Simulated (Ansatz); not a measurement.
CoO:

```
CELL_PARAMETERS angstrom
0.00000 2.13150 2.13150
2.13150 0.00000 2.13150
2.13150 2.13150 0.00000
ATOMIC_POSITIONS crystal
Co 0.00000 0.00000 0.00000
O 0.50000 0.50000 0.50000
```

| Item | Value |
| --- | --- |
| Program | Ansatz 0.2.0 |
| Task | relaxation of cell and atoms |
| Functional | PBEsol |
| Dispersion | D3(BJ) |
| Potentials or basis | Ansatz PAW |
| Cutoff | 420 eV (not typed: the program's choice for these potentials) |
| k mesh | 11 × 11 × 11 |
| Occupations | fermi-dirac, width 0.05 eV |
| Spin | collinear spin, ferromagnetic start |
| Starting moments | [2.0, 0.0] μB |

At the start: volume 9.68 Å³/atom.

Task: Where does the relaxation end?

Result: It ends after 10 steps and the volume is 9.61 Å³/atom (-0.8 %); space group Fm-3m (No. 225, to 0.05 Å); moment 2.94 μB per cell.

Step by step:
| step | energy change (eV) | largest force (eV/Å) | volume (Å³) |
| --- | --- | --- | --- |
| 1 | 0.0000 | 0.0000 | 19.37 |
| 2 | -0.0066 | 0.0000 | 19.17 |
| 3 | -0.0105 | 0.0000 | 19.24 |
| 4 | -0.0107 | 0.0000 | 19.23 |
| 5 | -0.0109 | 0.0000 | 19.22 |
| 6 | -0.0108 | 0.0000 | 19.22 |
| 7 | -0.0108 | 0.0000 | 19.22 |
| 8 | -0.0102 | 0.0000 | 19.22 |
| 9 | -0.0102 | 0.0000 | 19.22 |
| 10 | -0.0102 | 0.0000 | 19.22 |

Final structure:
```yaml
crystal:
  lattice:
    - [0.00000, 2.12599, 2.12599]
    - [2.12599, 0.00000, 2.12599]
    - [2.12599, 2.12599, 0.00000]
  atoms:
    - { symbol: Co, position: [0.00000, 0.00000, 0.00000] }
    - { symbol: O, position: [0.50000, 0.50000, 0.50000] }
```

Caveat: the plane-wave basis is chosen anew once the cell has moved, so the energies of steps on either side of that aren't comparable; the pressure holds a Pulay correction of +0.8 GPa for the finite cutoff; a cell with one magnetic atom can't hold antiferromagnetic order, which such compounds often take; pairwise dispersion overbinds metals, which lowers pressure and volume; the PAW data sets come from PBE, with cores solved anew for the run's functional, which leaves a small shift of forces and pressure.
